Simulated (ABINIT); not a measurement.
Co:

```
Co
1.0
     2.47200    0.00000    0.00000
    -1.23600    2.14081    0.00000
     0.00000    0.00000    4.02114
Co
2
Direct
  0.66667 0.33333 0.75000
  0.33333 0.66667 0.25000
```

Base run:

| Property | Result |
| --- | --- |
| Program | ABINIT 10.8.3 (patched build) |
| Functional | PBEsol |
| Potentials or basis | JTH PAW PBE v2.0 |
| Cutoff | 707 eV |
| k mesh | 10 × 10 × 6 |
| Occupations | fermi-dirac, width 0.05 eV |
| Spin | collinear spin, ferromagnetic start |
| Starting moments | [2.0, 2.0] μB |

Its results: band gap on the k mesh none (metal or under the smearing width); pressure -4.0 GPa; net moment 3.29 μB per cell; site moments Co +1.71 μB.

**Question.** The run is repeated on the same cell with these changes: k mesh from 10 × 10 × 6 to 12 × 12 × 7. What comes out?

**Answer.** Band gap on the k mesh none (metal or under the smearing width); pressure -4.8 GPa; net moment 3.20 μB per cell; site moments Co +1.67 μB.

Caveats: the PAW data sets were made with another functional, which shifts forces and pressure a little.

Not every run made on this cell is shown here.
